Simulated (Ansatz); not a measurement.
The system is Nb.

```
CELL_PARAMETERS angstrom
0.00000 2.11500 2.11500
2.11500 0.00000 2.11500
2.11500 2.11500 0.00000
ATOMIC_POSITIONS crystal
Nb 0.00000 0.00000 0.00000
```

This isn't the form of Nb at room conditions, which is bcc.

| Quantity | Value |
| --- | --- |
| Program | Ansatz 0.2.0 |
| Task | relaxation of cell and atoms |
| Functional | PBEsol |
| Dispersion | D4 |
| Potentials or basis | Ansatz PAW |
| Cutoff | 420 eV (not typed: the program's choice for these potentials) |
| k mesh | 11 × 11 × 11 |
| Occupations | fermi-dirac, width 0.05 eV |
| Spin | no spin polarisation |

At the start: volume 18.92 Å³/atom.

**Question.** Where does the relaxation end?

**Answer.** It ends after 4 steps and the volume is 17.92 Å³/atom (-5.3 %); space group Fm-3m (No. 225, to 0.05 Å).

Step by step:
```
step  energy change (eV)  largest force (eV/Å)  volume (Å³)
   1              0.0000                0.0000        18.92
   2             -0.0289                0.0000        18.03
   3             -0.0293                0.0000        17.92
   4             -0.0292                0.0000        17.92
```

Final structure:
```xyz
1
Lattice="0.0000 2.0769 2.0769 2.0769 0.0000 2.0769 2.0769 2.0769 0.0000" Properties=species:S:1:pos:R:3 pbc="T T T"
Nb    0.0000    0.0000    0.0000
```

Caveat: the plane-wave basis is chosen anew once the cell has moved, so the energies of steps on either side of that aren't comparable; pairwise dispersion overbinds metals, which lowers pressure and volume; the PAW data sets come from PBE, with cores solved anew for the run's functional, which leaves a small shift of forces and pressure.
